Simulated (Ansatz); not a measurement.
# 3-layer honeycomb BAs (AA') in a perpendicular field, part 2 of 2

Wanted: the out-of-plane response of the 3-layer honeycomb BAs (AA'). A positive field points along +c.

Ansatz 0.2.0; plane-wave DFT, PBE-D3(BJ), Ansatz PAW (set soft_1); PAW set soft_1.

So far. Step 2 (Relaxation): The lattice constant a goes from 3.390 to 3.371 Å.

### 3. Single point, field 0

A sawtooth potential applies the field, turning back in the middle of the vacuum. With the dipole correction the typed value is the field outside the slab. The induced dipole is small, so the SCF threshold is tight.

The cell differs from the one that the last finished run ended in (c 43.000 → 26.002 Å).

input.yaml reads:

```yaml
crystal:
  lattice:
    - [3.3706109411, 0.0, 0.0]
    - [-1.6853054705, 2.9190347012, 0.0]
    - [0.0, 0.0, 26.0024146087]
  atoms:
    - { symbol: As, position: [0.6666666667, 0.3333333333, 0.3463850124] }
    - { symbol: B, position: [0.3333333333, 0.6666666667, 0.346121702] }
    - { symbol: As, position: [0.3333333333, 0.6666666667, 0.5] }
    - { symbol: B, position: [0.6666666667, 0.3333333333, 0.5] }
    - { symbol: As, position: [0.6666666667, 0.3333333333, 0.6536149876] }
    - { symbol: B, position: [0.3333333333, 0.6666666667, 0.653878298] }
kpoints:
  mp_grid: { grid: [18, 18, 1] }
  band_path:
    path: [[0, 0, 0], [0.5, 0, 0], [0.33333333, 0.33333333, 0], [0, 0, 0]]
    npoints: 16
hamiltonian:
  xc: pbe
  dispersion: d3bj
  pseudopotentials: { kind: paw, azcp: { folder: soft_1 } }
scf:
  occupations: { method: fermi_dirac, width: 0.02585 }
  convergence: { dr2_threshold: 1.0e-10 }
efield:
  axis: 3
  dipole_correction: true
  ramp_position: 0.97
  ramp_width: 0.06
  amplitude: 0
output:
  dos: { projected: true, e_range: [-6, 5] }
  write_potential: true
  write_density: true
  volumetric_format: npy
  elf: true
```

Launch:

```bash
$ ansatz run input.yaml --threads 2 --pin off --max-ram 3072MiB --backend cpu --events-out ev --progress --plain --runs-dir out
```

Numbers of over 12 decimals in the logs are rounded to 6 here.

The program printed:

```text
[...]
Crystal: 6 atoms, lattice volume = 255.836 Å³
Basis set: ecut = 420 eV, 5031 PW (Γ)
Bands: 33, of which v1, the nominal top of the filled ones, is band 27 counted from 1 (26 counted from 0)
Symmetry: 6 space group operations
k-points: 37 of 324 (time reversal used)
[...]
SCF iter   1: F=—  HF=-15037.066147 eV  |F-HF|=—  |Δ(HF+E_count)|=         —  Δρ=4.46e-2  dr2=7.10e0  ethr=3.10e-3  p=0.000 e·Å  D=4.55e-14 V/Å  ΔV_dip=-0.00 eV  dr2_dipole=8.24e-11  V_vac-E_F(+/−)=6.23/6.23 eV  ⟨swp⟩=8.6  Hψ=5774  notcnv=0
efield: sawtooth ramp at fractional position 0.9700 (set: `efield.ramp_position`, or a place that a band, a saddle search or an elastic batch's reference lends), width 0.0600; the density the first Hamiltonian is built on has a dipole p = 0.000 e·Å; the dipole correction subtracts the counter field D = 4.55e-14 V/Å, which shifts the + side's vacuum level by -0.00 eV against the − side's; the planar-averaged density in the ramp window peaks in size at 1.4e-7 e/Å³
[...]
SCF iter   2: F=—  HF=-15037.751638 eV  |F-HF|=—  |Δ(HF+E_count)|=   6.85e-1  Δρ=4.44e-2  dr2=7.97e0  ethr=3.10e-3  p=-0.000 e·Å  D=-5.48e-5 V/Å  ΔV_dip=0.00 eV  dr2_dipole=4.56e-8  V_vac-E_F(+/−)=3.70/3.70 eV  ⟨swp⟩=5.5  Hψ=2930  notcnv=0  defer=50
[...]
SCF iter  14: F=-15035.120747 eV  HF=-15035.120747 eV  |F-HF|=7.46e-11  |Δ(HF+E_count)|=  1.55e-10  Δρ=1.10e-7  dr2=3.72e-11  ethr=1.00e-12  p=0.000 e·Å  D=1.31e-7 V/Å  ΔV_dip=-0.00 eV  dr2_dipole=1.47e-13  V_vac-E_F(+/−)=4.57/4.57 eV  ⟨swp⟩=10.5  Hψ=4553  notcnv=0
SCF 1 converged in 14 iterations: F = -15035.120747 eV  dr2 = 3.72e-11
[...]
NSCF: frozen V_eff on 49 k-points
efield: sawtooth ramp at fractional position 0.9700 (kept from the solve that this one continues, or follows in the run), width 0.0600; the density the first Hamiltonian is built on has a dipole p = 0.000 e·Å; the dipole correction subtracts the counter field D = 1.31e-7 V/Å, which shifts the + side's vacuum level by -0.00 eV against the − side's; the planar-averaged density in the ramp window peaks in size at 1.4e-7 e/Å³
[...]
SCF converged after 14 iterations
Free energy (F): -15035.120747 eV
[...]
Internal energy: -15035.120747 eV  (E = F + TS)
E sigma→0 (E₀):  -15035.120747 eV
Entropy (-TS):   -0.000000 eV (-0.000 meV/atom)
Fermi energy:    0.322121 eV
Dipole field:    D = -0.000000 V/Å  (p = -0.000000 e·Å, saw-weighted, corrected)
Work function:   Φ+ = 4.5654 eV   Φ− = 4.5654 eV
Levels:          The Fermi level and band energies are counted from a zero that moves with the ramp; work functions are not
[...]
--- Band table (eV; the first three rows and the last of 37) ---
  k-point 0: bands = [... 23 lower, -1.5635, -1.5635, -1.5420, -1.5420, 3.5849, 3.7018, 3.8092, 3.9895, ... 2 higher]
  k-point 1: bands = [... 23 lower, -1.8377, -1.6988, -1.6620, -1.6398, 3.6390, 3.8245, 3.9106, 4.0658, ... 2 higher]
  k-point 2: bands = [... 23 lower, -2.5811, -1.9603, -1.9220, -1.8983, 3.7808, 3.8296, 3.9092, 4.0256, ... 2 higher]
  k-point 36: bands = [... 23 lower, -6.0203, -0.3291, -0.3211, -0.0559, 0.6687, 0.9649, 1.0009, 5.4053, ... 2 higher]
```

Run time: 17 s. Hardware: 2 threads of AMD EPYC 9R14 (Zen 4), shared host; peak memory 0.7 GiB; 34 s of CPU time.

This step gave:

```yaml
dipole_along_the_normal: -4.60e-7 e·Å
gap_along_the_path: 0.7049 eV
smallest_direct_gap_along_the_path: 0.7049 eV
ionisation_energy_upper_face: 4.929 eV
electron_affinity_upper_face: 4.224 eV
gap_the_smaller_of_path_and_mesh: 0.6934 eV
```

Running mean over a fixed 2.7 Å (it still follows the layers) of the planar mean; the ramp of the sawtooth is left out. The electron's electrostatic potential energy less the Fermi level by z:

| z (Å) | electron's electrostatic potential energy less the Fermi level (eV) |
| --- | --- |
| 3.5 | 4.57 |
| 4.0 | 4.57 |
| 4.5 | 4.56 |
| 5.0 | 4.56 |
| 5.5 | 4.55 |
| 6.0 | 4.49 |
| 6.5 | 4.23 |
| 7.0 | 3.16 |
| 7.5 | 0.878 |
| 8.0 | -1.61 |
| 8.5 | -3.37 |
| 9.0 | -3.81 |
| 9.5 | -3.42 |
| 10.0 | -1.75 |
| 10.5 | 0.482 |
| 11.0 | 1.69 |
| 11.5 | 0.494 |
| 12.0 | -1.73 |
| 12.5 | -3.41 |
| 13.0 | -3.83 |
| 13.5 | -3.41 |
| 14.0 | -1.74 |
| 14.5 | 0.484 |
| 15.0 | 1.69 |
| 15.5 | 0.492 |
| 16.0 | -1.74 |
| 16.5 | -3.41 |
| 17.0 | -3.81 |
| 17.5 | -3.38 |
| 18.0 | -1.62 |
| 18.5 | 0.866 |
| 19.0 | 3.15 |
| 19.5 | 4.23 |
| 20.0 | 4.49 |
| 20.5 | 4.55 |
| 21.0 | 4.56 |
| 21.5 | 4.56 |
| 22.0 | 4.57 |
| 22.5 | 4.57 |

The density of states has structure finer than the step of the table below, so its rows give means over 0.2 eV, whole bins alone (the curve runs from -6 to 2.27 eV). Peaks (eV: height): -4.54: 3.45, -4.07: 5.44, -3.55: 4.59, -3.16: 3.49, -2.88: 3.33, -0.65: 4.31, 0.62: 2.95.

Density of states against energy, zero at the Fermi level of the run, which the smearing sets inside the gap; means over each step:

| energy (eV) | density of states (states/eV a cell) |
| --- | --- |
| -5.8 | 1.70 |
| -5.6 | 1.72 |
| -5.4 | 1.79 |
| -5.2 | 1.85 |
| -5.0 | 2.04 |
| -4.8 | 2.48 |
| -4.6 | 2.85 |
| -4.4 | 2.51 |
| -4.2 | 3.81 |
| -4.0 | 4.63 |
| -3.8 | 3.10 |
| -3.6 | 3.76 |
| -3.4 | 2.89 |
| -3.2 | 3.31 |
| -3.0 | 2.64 |
| -2.8 | 3.13 |
| -2.6 | 2.77 |
| -2.4 | 2.75 |
| -2.2 | 2.82 |
| -2.0 | 2.77 |
| -1.8 | 1.83 |
| -1.6 | 1.81 |
| -1.4 | 1.83 |
| -1.2 | 1.49 |
| -1.0 | 1.54 |
| -0.8 | 1.24 |
| -0.6 | 1.24 |
| -0.4 | 0.753 |
| -0.2 | 0 |
| 0.0 | 0 |
| 0.2 | 0 |
| 0.4 | 0.636 |
| 0.6 | 1.60 |
| 0.8 | 1.06 |
| 1.0 | 1.66 |
| 1.2 | 1.62 |
| 1.4 | 1.38 |
| 1.6 | 1.53 |
| 1.8 | 1.80 |
| 2.0 | 1.49 |

Projected DOS per atom over height of the atomic layer and energy from the Fermi level. Layers: BAs BAs BAs from below.

Values in states/eV, 22 rows by 3 columns, each cell a mean:
```
0.261 0.293 0.261
0.260 0.282 0.260
0.254 0.182 0.254
0.250 0.165 0.250
0.171 0.273 0.171
0.028 0.042 0.028
0.009 0.013 0.009
0.127 0.171 0.127
0.219 0.252 0.219
0.299 0.227 0.299
0.319 0.262 0.319
0.452 0.477 0.452
0.453 0.459 0.453
0.483 0.469 0.483
0.505 0.518 0.505
0.580 0.535 0.580
0.656 0.660 0.656
0.527 0.481 0.527
0.407 0.495 0.407
0.323 0.340 0.323
0.292 0.293 0.292
0.280 0.280 0.280
```
Columns: height of the atomic layer (Å) from 9.00 to 17.0; rows upwards: energy from the Fermi level (eV) from -5.96 to 2.23.

Electronic bands along the path, in eV, zero at the Fermi level of the run, which the smearing sets inside the gap:

| point | band 24 | band 25 | band 26 | band 27 | band 28 | band 29 | band 30 | band 31 |
| --- | --- | --- | --- | --- | --- | --- | --- | --- |
| Γ | -1.89 | -1.89 | -1.86 | -1.86 | 3.26 | 3.38 | 3.49 | 3.67 |
| halfway | -3.17 | -3.13 | -3.11 | -2.72 | 2.78 | 2.89 | 2.99 | 3.90 |
| M | -3.94 | -1.96 | -1.44 | -0.89 | 0.49 | 1.04 | 1.70 | 2.04 |
| halfway | -5.22 | -1.62 | -1.11 | -0.59 | 0.42 | 0.91 | 1.51 | 4.00 |
| K | -6.34 | -0.65 | -0.64 | -0.38 | 0.35 | 0.64 | 0.68 | 5.08 |
| halfway | -4.00 | -3.67 | -3.08 | -2.41 | 3.36 | 3.79 | 4.24 | 4.29 |
| Γ | -1.89 | -1.89 | -1.86 | -1.86 | 3.26 | 3.38 | 3.49 | 3.67 |

Valence density in the ca plane at fractional y = 0.333, with atoms of As and B within 0.2 Å of it. It is the smooth field of the valence electrons, not physical close to the nuclei.

Values in e/Å³, 5 rows by 16 columns, each cell a mean:
```
 0  0  0  0  0  0  0  1  2  0  0  0  1  0  0  1
 0  0  0  0  0  0  0  5 15  0  0  0  1  0  0  4
 0  0  0  0  0  0  0  1  2  0  0  0  1  0  0  1
 0  0  0  0  0  0  0  0  0  0  0  0  0  0  0  0
 0  0  0  0  0  0  0  0  0  0  0  0  0  0  0  0
```
Columns run along c (16.0 Å, from fractional 0.04 to 0.65 of the cell), rows up along a (3.4 Å). Atoms in or near the plane, at fractional coordinates: As at (0.35, 0.67), B at (0.50, 0.67), As at (0.65, 0.67).

ELF in the ca plane at fractional y = 0.333, with atoms of As and B within 0.2 Å of it. It is the smooth field of the valence electrons, not physical close to the nuclei.

Ten even steps from '0' (0.00) to '9' (0.79), each cell a mean:
```
00000000000000001367888887400258999862004788
00000000000000013588753578610257656762015885
00000000000000014788620278710255201552016872
00000000000000013688731378610256424652016874
00000000000000002478876788510258888862004887
00000000000000001246888886300258999862002678
00000000000000000124677753100256666653001357
00000000000000000013566653100256666653001346
00000000000000000135788875200257888753002478
```
Columns run along c (16.0 Å, from fractional 0.04 to 0.65 of the cell), rows up along a (3.4 Å). Atoms in or near the plane, at fractional coordinates: As at (0.35, 0.67), B at (0.50, 0.67), As at (0.65, 0.67).

Electrostatic potential energy in the ca plane at fractional y = 0.333, with atoms of As and B within 0.2 Å of it. With pseudopotentials it is smooth inside the atoms' cores, unlike the true potential.

Ten even steps from '0' (-19 eV) to '9' (5 eV), each cell a mean:
```
99999999999999999998510158999997545789999862
99999999999999999996147416999985100589999723
99999999999999999985189815899983000379998517
99999999999999999985169615899984000489998616
99999999999999999997312137999987313689999731
99999999999999999998743478999997656789999875
99999999999999999999876789999987534789999987
99999999999999999999876789999987424789999987
99999999999999999999866689999987646789999987
```
Columns run along c (16.0 Å, from fractional 0.04 to 0.65 of the cell; values clipped at the 3rd and 97th percentile), rows up along a (3.4 Å). Atoms in or near the plane, at fractional coordinates: As at (0.35, 0.67), B at (0.50, 0.67), As at (0.65, 0.67).

The gap is 0.69 eV, with the valence edge 4.93 eV and the conduction edge 4.22 eV under the upper vacuum level.

### 4. Single point, field 0.1 V/Å

Edit input.yaml of step 3 so:

```diff
@@ -27,7 +27,6 @@
   dipole_correction: true
-  ramp_position: 0.97
-  ramp_width: 0.06
-  amplitude: 0
+  ramp_position: 0.957
+  ramp_width: 0.0859
+  amplitude: 0.1
 output:
-  dos: { projected: true, e_range: [-6, 5] }
   write_potential: true
@@ -35,2 +34 @@
   volumetric_format: npy
-  elf: true
```

The program printed:

```text
[...]
Crystal: 6 atoms, lattice volume = 255.836 Å³
Basis set: ecut = 420 eV, 5031 PW (Γ)
Bands: 33, of which v1, the nominal top of the filled ones, is band 27 counted from 1 (26 counted from 0)
Symmetry: 6 space group operations
k-points: 37 of 324 (time reversal used)
[...]
k-point 0: bands = [... 23 lower, -1.5764, -1.5764, -1.4878, -1.4878, 3.5247, 3.6872, 3.8240, 3.9610, ... 2 higher]
  k-point 1: bands = [... 23 lower, -1.7859, -1.7405, -1.6748, -1.5860, 3.5791, 3.8073, 3.9272, 4.0356, ... 2 higher]
  k-point 2: bands = [... 23 lower, -2.5333, -2.0012, -1.9347, -1.8455, 3.7227, 3.8114, 3.9165, 4.0265, ... 2 higher]
  k-point 36: bands = [... 23 lower, -5.9832, -0.3365, -0.3304, -0.0424, 0.6569, 0.9661, 1.0134, 5.4017, ... 2 higher]
[key lines of the parts left out:]
SCF converged after 15 iterations
Free energy (F): -15035.123294 eV
Fermi energy:    0.321601 eV
Dipole field:    D = 0.036042 V/Å  (p = 0.050958 e·Å, saw-weighted, corrected)
```

It took 19 s on 2 threads; peak memory 0.67 GiB; 38 s of CPU time.

The dipole is 0.0510 e·Å, and the gap 0.676 eV.

### 5. Atoms held, field -0.1 V/Å

Edit input.yaml of step 4 so:

```diff
@@ -29,3 +29,3 @@
   ramp_width: 0.0859
-  amplitude: 0.1
+  amplitude: -0.1
 output:
```

The program printed:

```text
[...]
Crystal: 6 atoms, lattice volume = 255.836 Å³
Basis set: ecut = 420 eV, 5031 PW (Γ)
Bands: 33, of which v1, the nominal top of the filled ones, is band 27 counted from 1 (26 counted from 0)
Symmetry: 6 space group operations
k-points: 37 of 324 (time reversal used)
[...]
k-point 0: bands = [... 23 lower, -1.5766, -1.5766, -1.4879, -1.4879, 3.5245, 3.6870, 3.8238, 3.9608, ... 2 higher]
  k-point 1: bands = [... 23 lower, -1.7860, -1.7407, -1.6750, -1.5862, 3.5789, 3.8071, 3.9270, 4.0354, ... 2 higher]
  k-point 2: bands = [... 23 lower, -2.5335, -2.0014, -1.9348, -1.8456, 3.7226, 3.8112, 3.9163, 4.0263, ... 2 higher]
  k-point 36: bands = [... 23 lower, -5.9833, -0.3367, -0.3306, -0.0426, 0.6567, 0.9659, 1.0133, 5.4015, ... 2 higher]
[key lines of the parts left out:]
SCF converged after 15 iterations
Free energy (F): -15035.123294 eV
Fermi energy:    0.321435 eV
Dipole field:    D = -0.036042 V/Å  (p = -0.050958 e·Å, saw-weighted, corrected)
```

Run time: 19 s. Hardware: 2 threads; peak memory 0.66 GiB; 37 s of CPU time.

The dipole is -0.0510 e·Å, and the gap 0.676 eV.

### 6. Single point, field 0.2 V/Å

Edit input.yaml of step 5 so:

```diff
@@ -29,3 +29,3 @@
   ramp_width: 0.0859
-  amplitude: -0.1
+  amplitude: 0.2
 output:
```

The program printed:

```text
[...]
Crystal: 6 atoms, lattice volume = 255.836 Å³
Basis set: ecut = 420 eV, 5031 PW (Γ)
Bands: 33, of which v1, the nominal top of the filled ones, is band 27 counted from 1 (26 counted from 0)
Symmetry: 6 space group operations
k-points: 37 of 324 (time reversal used)
[...]
k-point 0: bands = [... 23 lower, -1.5784, -1.5784, -1.4218, -1.4218, 3.3712, 3.6472, 3.8243, 3.9554, ... 2 higher]
  k-point 1: bands = [... 23 lower, -1.8069, -1.7204, -1.6769, -1.5202, 3.4248, 3.7642, 3.9252, 4.0337, ... 2 higher]
  k-point 2: bands = [... 23 lower, -2.4691, -2.0673, -1.9369, -1.7798, 3.5767, 3.7604, 3.9063, 4.0618, ... 2 higher]
  k-point 36: bands = [... 23 lower, -5.9230, -0.3746, -0.3346, -0.0103, 0.6268, 0.9692, 1.0451, 5.3912, ... 2 higher]
[key lines of the parts left out:]
SCF converged after 15 iterations
Free energy (F): -15035.130948 eV
Fermi energy:    0.319862 eV
Dipole field:    D = 0.072292 V/Å  (p = 0.102209 e·Å, saw-weighted, corrected)
```

The job ended after 19 s (2 threads; peak memory 0.67 GiB).

The dipole is 0.102 e·Å, and the gap 0.630 eV.

### 7. Atoms held, field 0.3 V/Å

Edit input.yaml of step 6 so:

```diff
@@ -27,5 +27,5 @@
   dipole_correction: true
-  ramp_position: 0.957
-  ramp_width: 0.0859
-  amplitude: 0.2
+  ramp_position: 0.9543
+  ramp_width: 0.0914
+  amplitude: 0.3
 output:
```

The program printed:

```text
[...]
Crystal: 6 atoms, lattice volume = 255.836 Å³
Basis set: ecut = 420 eV, 5031 PW (Γ)
Bands: 33, of which v1, the nominal top of the filled ones, is band 27 counted from 1 (26 counted from 0)
Symmetry: 6 space group operations
k-points: 37 of 324 (time reversal used)
[...]
k-point 0: bands = [... 23 lower, -1.5801, -1.5801, -1.3607, -1.3607, 3.1464, 3.5905, 3.7990, 3.9254, ... 2 higher]
  k-point 1: bands = [... 23 lower, -1.8717, -1.6786, -1.6595, -1.4591, 3.1996, 3.7042, 3.8919, 3.9959, ... 2 higher]
  k-point 2: bands = [... 23 lower, -2.4085, -2.1320, -1.9386, -1.7187, 3.3568, 3.6964, 3.8944, 4.0901, ... 2 higher]
  k-point 36: bands = [... 23 lower, -5.8639, -0.4224, -0.3414, 0.0275, 0.5881, 0.9736, 1.0853, 5.3746, ... 2 higher]
[key lines of the parts left out:]
SCF converged after 15 iterations
Free energy (F): -15035.143754 eV
Fermi energy:    0.316782 eV
Dipole field:    D = 0.108936 V/Å  (p = 0.154018 e·Å, saw-weighted, corrected)
```

Run time: 18 s. Hardware: 2 threads; peak memory 0.66 GiB; 36 s of CPU time.

The dipole is 0.154 e·Å, and the gap 0.561 eV.

### 8. Response, atoms held

This step: plane-wave DFT, PBE-D3(BJ), Ansatz PAW (set soft_1); response to a field along the normal, atoms held; PAW set soft_1 (Ansatz 0.2.0).

The dipoles give the slope, and the difference of two potentials shows where the field is screened.

This step gave:

```
equivalent conductor thickness p/(ε₀AE) : 9.372 Å
distance between the outer atoms        : 8.002 Å
```

Dipole of the cell against applied field:

| applied field (V/Å) | dipole of the cell (e·Å) |
| --- | --- |
| -0.100 | -0.0510 |
| 0.000 | -4.6e-7 |
| 0.100 | 0.0510 |
| 0.200 | 0.102 |
| 0.300 | 0.154 |

Local field over the applied field, running mean. From the potentials at -0.1 and 0.1 V/Å; running mean over 2.8 Å. The local field over applied field by z:

| z (Å) | local field over applied field |
| --- | --- |
| 5 | 0.992 |
| 6 | 0.936 |
| 7 | 0.704 |
| 8 | 0.378 |
| 9 | 0.149 |
| 10 | 0.189 |
| 11 | 0.234 |
| 12 | 0.182 |
| 13 | 0.103 |
| 14 | 0.182 |
| 15 | 0.234 |
| 16 | 0.189 |
| 17 | 0.149 |
| 18 | 0.378 |
| 19 | 0.703 |
| 20 | 0.936 |
| 21 | 0.992 |

The induced electron density oscillates, so the rows of the table below give means over windows of 1 Å about each position, cut where the curve ends. Its maxima inside the range that stand out by 2 % of the span (Å: e/Å³ per V/Å): 7.8: 0.00397, 9.4: 1.8e-4, 11.8: 0.00202, 13.3: 1.0e-4, 15.9: 0.00196, 17.2: 3.7e-4. Its minima: 8.8: -3.7e-4, 10.1: -0.00196, 12.7: -1.0e-4, 14.2: -0.00202, 16.6: -1.8e-4, 18.2: -0.00397.

Electrons, planar mean, per unit field. Table of induced electron density by z; means over each step:

| z (Å) | induced electron density (e/Å³ per V/Å) |
| --- | --- |
| 5 | 3.2e-5 |
| 6 | 3.0e-4 |
| 7 | 0.00184 |
| 8 | 0.00307 |
| 9 | -4.4e-5 |
| 10 | -0.00136 |
| 11 | -2.2e-5 |
| 12 | 0.00150 |
| 13 | 7.1e-7 |
| 14 | -0.00149 |
| 15 | 1.5e-5 |
| 16 | 0.00136 |
| 17 | 4.7e-5 |
| 18 | -0.00306 |
| 19 | -0.00184 |
| 20 | -3.0e-4 |
| 21 | -3.2e-5 |

The smaller of the gaps on the path and on the k-mesh, counted as 0 under 0.03 eV. Gap against applied field:

| applied field (V/Å) | gap (eV) |
| --- | --- |
| -0.100 | 0.676 |
| 0.000 | 0.693 |
| 0.100 | 0.676 |
| 0.200 | 0.630 |
| 0.300 | 0.561 |

By hand: between -0.1 and 0.1 V/Å the dipole changes by 0.1019 e·Å, a slope of 0.5096 e·Å²/V. A perfect conductor of thickness t has p = ε₀AEt, so t = 180.95 × 0.5096 / 9.839 = 9.37 Å (e/ε₀ = 180.95 V·Å, A in Å²).

The induced dipole is that of a conductor 9.37 Å thick.

### 9. Outcome

```
gap without field                          : 0.693 eV
ionisation energy, upper face              : 4.93 eV
electron affinity, upper face              : 4.22 eV
equivalent conductor thickness, atoms held : 9.37 Å
```

**Reading.** The induced dipole equals that of a perfect conductor 9.37 Å thick, while the outer atoms lie 8.00 Å apart; an out-of-plane ε follows only once a thickness t is chosen, by 1 − 1/ε = 9.37 Å / t. The gap goes from 0.69 eV to 0.56 eV at 0.3 V/Å. Semilocal functionals give gaps that are too small, and excitons are not included. Spin-orbit coupling is left out.

[Logs are printed without paths, hosts, clocks, repeated set-up lines and the standing remarks that a program may print on its own settings, such as how far it seeks lower states.]

[Hosts, paths, dates, database ids (printed as entryN), source tags and the programs' standing remarks are cut or masked in the printed files.]

[Maps of the electrostatic potential energy from Ansatz leave out the sawtooth potential of an applied field or a dipole correction, so their vacuum need not be flat; planar profiles and work functions include it.]

[The density of states shown here was stored with 400 of the rows of the run's finer table, so its peaks can read low, often by over a quarter, or be missed, and its means over a window can be off by a tenth or more.]
